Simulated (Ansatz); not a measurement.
Lattice dynamics at Γ of CaO (h-MgO type)

Perturbation theory with PBEsol in Ansatz on the PBEsol cell, ground state and force constants on a 6×6×4 mesh. Values at 0 K without nuclear motion; spin polarisation is off, and the phase may be a hypothetical one.

It is hexagonal, P6_3/mmc (No. 194); a = 3.956 Å, c = 4.743 Å in the conventional setting, 16.07 Å³ an atom. Around Ca lie 5 O at 2.28–2.37 Å; around O lie 5 Ca at 2.28–2.37 Å.

```
CELL_PARAMETERS angstrom
3.95628 0.00000 0.00000
-1.97814 3.42624 0.00000
0.00000 0.00000 4.74324
ATOMIC_POSITIONS crystal
Ca 0.33333 0.66667 0.25000
Ca 0.66667 0.33333 0.75000
O 0.66667 0.33333 0.25000
O 0.33333 0.66667 0.75000
```

Optical modes without the longitudinal term:

| ω (cm⁻¹) | degeneracy | IR intensity, summed over the level ((D/Å)²/amu) |
| --- | --- | --- |
| 201 | 2 | 0.00 |
| 275 | 1 | 22.49 |
| 297 | 1 | 0.00 |
| 365 | 1 | 0.00 |
| 372 | 2 | 0.00 |
| 378 | 2 | 34.12 |

All optical modes at Γ are real, from 201 to 378 cm⁻¹ without the longitudinal term; this says nothing of other wave vectors. With the long-range field the highest mode reaches 557 cm⁻¹. By the program's warning the force constants, and with them frequencies and ε⁰, aren't converged on this mesh. Of the real levels 2 are infrared active, the strongest at 378 cm⁻¹.

The clamped-ion dielectric constant comes out as 3.37 along x and y, 3.46 along z. With the ions relaxed, ε⁰ is 7.3 along x and y, 13.3 along z. Born charges, averaged over directions: Ca +2.16, O -2.16 e.

For comparison, on the r2SCAN cell the mean ε∞ is 3.15 with r2SCAN (ground state on 6×6×4; least gap 3.63 eV), 3.35 with PBE (ground state on 6×6×4; least gap 3.21 eV).
